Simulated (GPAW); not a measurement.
HfO2:

```
Hf O
1.0
     4.81353    0.00000    0.00000
     0.00000    4.81353    0.00000
     0.00000    0.00000    3.20542
Hf O
2 4
Direct
  0.50000 0.50000 0.50000
  0.00000 0.00000 0.00000
  0.80504 0.19496 0.50000
  0.69496 0.69496 0.00000
  0.30504 0.30504 0.00000
  0.19496 0.80504 0.50000
```

Measurements of this composition are mostly on another form, of space group No. 14.

Base run:

- Program: GPAW 26.7.0
- Functional: r2SCAN
- Potentials or basis: GPAW PAW data sets (gpaw-data 1.2.1)
- Cutoff: 800 eV
- Basis: pw
- k mesh: 4 × 4 × 6
- Occupations: fermi-dirac, width 0.05 eV
- Spin: no spin polarisation

Its results: band gap on the k mesh 4.54 eV, direct; pressure 4.1 GPa; largest force 0.050 eV/Å.

Q: The run is repeated on the same cell with these changes: functional from r2SCAN to PBEsol; potentials or basis from GPAW PAW data sets (gpaw-data 1.2.1) to PAW data sets generated in the run's folder for this functional. What comes out?

A: Band gap on the k mesh 3.88 eV, direct; pressure 2.8 GPa; largest force 0.027 eV/Å.

Caveats: spin-orbit coupling is left out, which moves the levels of the heavy elements; the PAW data sets were made with another functional, which shifts forces and pressure a little (some runs).

Not every run made on this cell is shown here.
